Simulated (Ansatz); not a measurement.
# HgTe: the cost of one run

Computed with Ansatz 0.2.0 (DFT LDA, scalar-relativistic, unless a step's input says otherwise).

2 further runs of the same task are left out: 2 set aside as unsound or not needed.

## 1. The structure to begin with

Symmetry: F-43m, No. 216, cubic system. Conventional cell: a = 6.447 Å, b = 6.447 Å, c = 6.447 Å, α = 90.00°, β = 90.00°, γ = 90.00°. Hg (site symmetry -43m) is surrounded by 4 Te at 2.79 Å. Around Te (site symmetry -43m) lie 4 Hg at 2.79 Å.

As a file:

```xyz
2
Lattice="0.0000 3.2235 3.2235 3.2235 0.0000 3.2235 3.2235 3.2235 0.0000" Properties=species:S:1:pos:R:3 pbc="T T T"
Hg    0.0000    0.0000    0.0000
Te    4.8353    4.8353    4.8353
```

Atoms are numbered in the order of the input: Hg1, Te2.

## 2. The deformed structure

Space group F-43m before, I-4m2 after.

## 3. All-electron LAPW

Input file input.yaml:

```yaml
crystal:
  lattice:
    - [0.0, 3.2235, 3.28797]
    - [3.2235, 0.0, 3.28797]
    - [3.2235, 3.2235, 0.0]
  atoms:
    - { symbol: Hg, position: [0.0, 0.0, 0.0] }
    - { symbol: Te, position: [0.75, 0.75, 0.75] }
kpoints:
  mp_grid: { grid: [11, 11, 11] }
  band_path:
    path:
      - [0.0, 0.0, 0.0]
      - [0.5, 0.0, 0.5]
      - [0.75, 0.25, 0.5]
      - [0.5, 0.5, 0.5]
      - [0.0, 0.0, 0.0]
      - [0.5, 0.5, 0.0]
      - [0.6298539023, 0.6298539023, 0.2597078047]
      - [0.3701460977, 0.3701460977, 0.7402921953]
      - [0.0, 0.0, 0.0]
    npoints: 5
scf:
  occupations: { method: fermi_dirac, width: 0.03 }
hamiltonian:
  xc: lda
  pseudopotentials: { kind: all_electron, lapw: { basis_error: 0.0005 } }
output:
  forces: true
  stress: true
  eigenvalues: true
```

Started as:

```console
> ansatz run input.yaml --threads 1 --pin off --max-ram 3072MiB --backend cpu --events-out ev --progress --plain --runs-dir out
```

Q: Estimate wall time and peak memory on 1 thread of Arm Neoverse V2, shared host.

About 2.2 min, with a peak of 0.69 GiB.
